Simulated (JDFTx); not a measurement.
A run of JDFTx 1.7.0 (patched build) is set up as follows.

bands.in

```
lattice \
    6.1075948348    -3.0537974174     0.0000000000 \
    0.0000000000     5.2893322829     0.0000000000 \
    0.0000000000     0.0000000000     9.7264203634
coords-type Lattice
ion Zr     0.6666666667     0.3333333333     0.7500000000 1
ion Zr     0.3333333333     0.6666666667     0.2500000000 1

ion-species pseudo/Zr.upf
elec-cutoff 33 264
elec-ex-corr gga-PBE
elec-smearing Fermi 0.0018374661
elec-n-bands 18
electronic-minimize nIterations 30 energyDiffThreshold 1e-06
davidson-band-ratio 1.3
forces-output-coords Cartesian
include path.kpoints
symmetries none
fix-electron-density run.$VAR

dump-name bands.$VAR
dump End Ecomponents EigStats BandEigs Kpoints Forces
```

path.kpoints

```
kpoint +0.0000000000 +0.0000000000 +0.0000000000 0.020000000000
kpoint +0.0833333333 +0.0000000000 +0.0000000000 0.020000000000
kpoint +0.1666666667 +0.0000000000 +0.0000000000 0.020000000000
kpoint +0.2500000000 +0.0000000000 +0.0000000000 0.020000000000
kpoint +0.3333333333 +0.0000000000 +0.0000000000 0.020000000000
kpoint +0.4166666667 +0.0000000000 +0.0000000000 0.020000000000
kpoint +0.5000000000 +0.0000000000 +0.0000000000 0.020000000000
kpoint +0.4444444444 +0.1111111111 +0.0000000000 0.020000000000
kpoint +0.3888888889 +0.2222222222 +0.0000000000 0.020000000000
kpoint +0.3333333333 +0.3333333333 +0.0000000000 0.020000000000
kpoint +0.2916666667 +0.2916666667 +0.0000000000 0.020000000000
kpoint +0.2500000000 +0.2500000000 +0.0000000000 0.020000000000
kpoint +0.2083333333 +0.2083333333 +0.0000000000 0.020000000000
kpoint +0.1666666667 +0.1666666667 +0.0000000000 0.020000000000
kpoint +0.1250000000 +0.1250000000 +0.0000000000 0.020000000000
kpoint +0.0833333333 +0.0833333333 +0.0000000000 0.020000000000
kpoint +0.0416666667 +0.0416666667 +0.0000000000 0.020000000000
kpoint +0.0000000000 +0.0000000000 +0.0000000000 0.020000000000
kpoint +0.0000000000 +0.0000000000 +0.1666666667 0.020000000000
kpoint +0.0000000000 +0.0000000000 +0.3333333333 0.020000000000
kpoint +0.0000000000 +0.0000000000 +0.5000000000 0.020000000000
kpoint +0.0714285714 +0.0000000000 +0.5000000000 0.020000000000
kpoint +0.1428571429 +0.0000000000 +0.5000000000 0.020000000000
kpoint +0.2142857143 +0.0000000000 +0.5000000000 0.020000000000
kpoint +0.2857142857 +0.0000000000 +0.5000000000 0.020000000000
kpoint +0.3571428571 +0.0000000000 +0.5000000000 0.020000000000
kpoint +0.4285714286 +0.0000000000 +0.5000000000 0.020000000000
kpoint +0.5000000000 +0.0000000000 +0.5000000000 0.020000000000
kpoint +0.4583333333 +0.0833333333 +0.5000000000 0.020000000000
kpoint +0.4166666667 +0.1666666667 +0.5000000000 0.020000000000
kpoint +0.3750000000 +0.2500000000 +0.5000000000 0.020000000000
kpoint +0.3333333333 +0.3333333333 +0.5000000000 0.020000000000
kpoint +0.2962962963 +0.2962962963 +0.5000000000 0.020000000000
kpoint +0.2592592593 +0.2592592593 +0.5000000000 0.020000000000
kpoint +0.2222222222 +0.2222222222 +0.5000000000 0.020000000000
kpoint +0.1851851852 +0.1851851852 +0.5000000000 0.020000000000
kpoint +0.1481481481 +0.1481481481 +0.5000000000 0.020000000000
kpoint +0.1111111111 +0.1111111111 +0.5000000000 0.020000000000
kpoint +0.0740740741 +0.0740740741 +0.5000000000 0.020000000000
kpoint +0.0370370370 +0.0370370370 +0.5000000000 0.020000000000
kpoint +0.0000000000 +0.0000000000 +0.5000000000 0.020000000000
kpoint +0.5000000000 +0.0000000000 +0.5000000000 0.020000000000
kpoint +0.5000000000 +0.0000000000 +0.3333333333 0.020000000000
kpoint +0.5000000000 +0.0000000000 +0.1666666667 0.020000000000
kpoint +0.5000000000 +0.0000000000 +0.0000000000 0.020000000000
kpoint +0.3333333333 +0.3333333333 +0.0000000000 0.020000000000
kpoint +0.3333333333 +0.3333333333 +0.1250000000 0.020000000000
kpoint +0.3333333333 +0.3333333333 +0.2500000000 0.020000000000
kpoint +0.3333333333 +0.3333333333 +0.3750000000 0.020000000000
kpoint +0.3333333333 +0.3333333333 +0.5000000000 0.020000000000
```

Potentials or basis: PseudoDojo-SR-PBE-0.5-standard with smoothed tails.

Launch:

```console
$ jdftx -c 1 -i bands.in -o bands.out
```

Question: Predict the band gap along the path.

Answer: None (metal or under the smearing width).

Levels at the corners of the path, in eV from the Fermi level:
```tsv
point	band 8	band 9	band 10	band 11	band 12	band 13	band 14	band 15	band 16
Γ	-26.37	-5.67	-3.04	0.85	0.85	1.00	1.16	1.54	1.54
M	-26.48	-2.58	-2.52	-2.16	-0.23	0.52	0.77	1.45	4.88
K	-26.75	-2.11	-1.37	-1.37	-1.15	0.25	0.25	1.79	4.30
Γ	-26.37	-5.67	-3.04	0.85	0.85	1.00	1.15	1.54	1.54
A	-26.44	-3.96	-3.96	0.03	0.03	0.75	0.75	0.75	0.75
L	-26.60	-2.88	-2.88	-1.07	-1.07	1.61	1.61	2.19	2.19
H	-26.54	-1.45	-1.45	-1.29	-1.29	-0.05	-0.05	2.03	2.03
A	-26.44	-3.96	-3.96	0.03	0.03	0.75	0.75	0.75	0.75
L	-26.60	-2.88	-2.88	-1.07	-1.07	1.61	1.61	2.19	2.19
M	-26.48	-2.58	-2.52	-2.16	-0.23	0.52	0.77	1.45	4.88
K	-26.75	-2.11	-1.37	-1.37	-1.15	0.25	0.25	1.79	4.30
H	-26.54	-1.45	-1.45	-1.29	-1.29	-0.05	-0.05	2.03	2.03
```
